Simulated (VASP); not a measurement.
Set up this calculation in VASP 6.6.1, as the native input.

```yaml
Task: single point
Functional: PBE
Dispersion: D3(BJ)
Potentials_or_basis: VASP PAW PBE potentials, release 64 (Si, Ge_d)
Cutoff: 520 eV
k_mesh: 2 × 2 × 2
Occupations: gaussian, width 0.05 eV
Spin: no spin polarisation
Dipole_correction: no
Further_INCAR_settings: LREAL = Auto; ALGO = Fast; EDIFF = 1e-07; NBANDS = 53
```

The structure of Si16Ge (a cell with a defect) lies in POSCAR:

```
Si16Ge
1.0
    0.0000000000      5.4300000000      5.4300000000
    5.4300000000      0.0000000000      5.4300000000
    5.4300000000      5.4300000000      0.0000000000
Si Ge
16 1
Direct
   -0.0029269797     -0.0022748619     -0.0041450276
    0.1312542357      0.1069798343      0.1307838858
   -0.0029360958     -0.0023600368      0.5091414365
    0.1203773481      0.1301320442      0.6245931860
    0.0098016575      0.4706353591      0.0096222836
    0.1191096685      0.6167024862      0.1176991713
   -0.0130582873      0.5012107735      0.5057536832
    0.1191545120      0.6166381215      0.6461441989
    0.5097295580     -0.0029093002     -0.0035593923
    0.6257593923      0.1297409761      0.1191498158
    0.4935462247      0.0214012891      0.4923454880
    0.6257478821      0.1296977901      0.6250441989
    0.5066001842      0.5007861878     -0.0138526703
    0.6463210866      0.6159697053      0.1187046961
    0.5065881215      0.5007446593      0.5061336096
    0.6173741252      0.6487396869      0.6167463168
    0.2612918048      0.7158162983      0.2612487109
```

The cell was built by a generator and needn't be a form met in nature.

One way to write it, as run:

INCAR

```
SYSTEM = Si16Ge
PREC = Accurate
ENCUT = 520
EDIFF = 1E-7
ISMEAR = 0
SIGMA = 0.05
LREAL = Auto
LASPH = .TRUE.
NELM = 100
ALGO = Fast
ISIF = 2
LWAVE = .FALSE.
LCHARG = .FALSE.
GGA = PE
IVDW = 12
NBANDS = 53
```

KPOINTS

```
regular mesh
0
G
  2 2 2
  0 0 0
```

Potentials or basis: VASP PAW PBE potentials, release 64 (Si, Ge_d).

The run is started by

```bash
$ cat potpaw_PBE.64/Si/POTCAR potpaw_PBE.64/Ge_d/POTCAR > POTCAR
$ mpirun -np 1 vasp_std > vasp.out
```

Results of the run:

```json
{"Pressure": "3.6 GPa", "Largest force": "0.167 eV/Å", "Band gap on the k mesh": "none (metal or under the smearing width)", "Dispersion energy per atom": "-0.333 eV"}
```

Caveat: the k mesh is coarse (spacing up to 0.50 Å⁻¹), so the values aren't converged.

Run time: 4.6 min on 1 thread of Intel(R) Xeon(R) Platinum 8559C (Emerald Rapids), on a shared host, peak memory 0.5 GiB.
